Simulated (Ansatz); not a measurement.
This guess for Bi₂Se₃ is about to be relaxed.

```yaml
crystal:
  lattice:
    - [5.38143, 0.00000, 0.00000]
    - [-2.69072, 4.66046, 0.00000]
    - [0.00000, 0.00000, 5.99057]
  atoms:
    - { symbol: Bi, position: [0.33333, 0.66667, 0.50000] }
    - { symbol: Bi, position: [0.66667, 0.33333, 0.50000] }
    - { symbol: Se, position: [0.25888, 0.00000, 0.50000] }
    - { symbol: Se, position: [0.00000, 0.25888, 0.50000] }
    - { symbol: Se, position: [0.74112, 0.74112, 0.50000] }
```

These are results of DFT PBE, scalar-relativistic, plane waves, PAW in Ansatz, not measurements. Cutoff 420 eV, Gaussian smearing, Γ-centred meshes. Cell and atoms relax first on a coarse mesh and then on a finer one. In between, the cell is made exact in the group found at 0.06 Å. In metals the finer mesh still leaves noise of several meV/atom or more. The steps can't lower the symmetry of their start. No spin polarisation.

A guess keeps its type if space group and coordination stay and the shape of the cell changes little (axis ratios within about 15 %, angles within 6°); the volume may change.

Task: Does this structure survive the relaxation?

Result: It doesn't keep its type. The symmetry stays P-62m (No. 189). The volume per atom grows by 13.5 %, from 30.0 to 34.1 Å³. The shortest distance goes from 2.02 Å (Bi–Se) to 2.86 Å (Bi–Se). The ratio c/a of the conventional cell changes by a factor of 0.36. Counting neighbours within 15 % of an atom's shortest distance, the start has Bi 3, Se 2 and the end Bi 5, Se 4. In detail, at the end around Bi lie 3 Se at 2.86 Å and 2 Bi at 3.17 Å; Se is surrounded by 2 Bi at 2.86 Å and 2 Se at 3.17 Å.

```cif
data_structure
_symmetry_space_group_name_H-M 'P 1'
_symmetry_Int_Tables_number 1
_cell_length_a 7.8787
_cell_length_b 7.8787
_cell_length_c 3.1718
_cell_angle_alpha 90.000
_cell_angle_beta 90.000
_cell_angle_gamma 120.000
_cell_volume 170.51
loop_
_atom_site_label
_atom_site_type_symbol
_atom_site_fract_x
_atom_site_fract_y
_atom_site_fract_z
_atom_site_occupancy
Bi1 Bi 0.33333 0.66667 0.50000 1
Bi2 Bi 0.66667 0.33333 0.50000 1
Se1 Se 0.27909 0.00000 0.50000 1
Se2 Se 0.00000 0.27909 0.50000 1
Se3 Se 0.72091 0.72091 0.50000 1
```

The last run used a 6×6×12 mesh (in the run's order of axes) for its 5-atom cell and Gaussian smearing of 0.10 eV. These runs have no spin–orbit coupling, which can matter for Bi. Symmetry constrained the relaxation, so the result can be a saddle point.
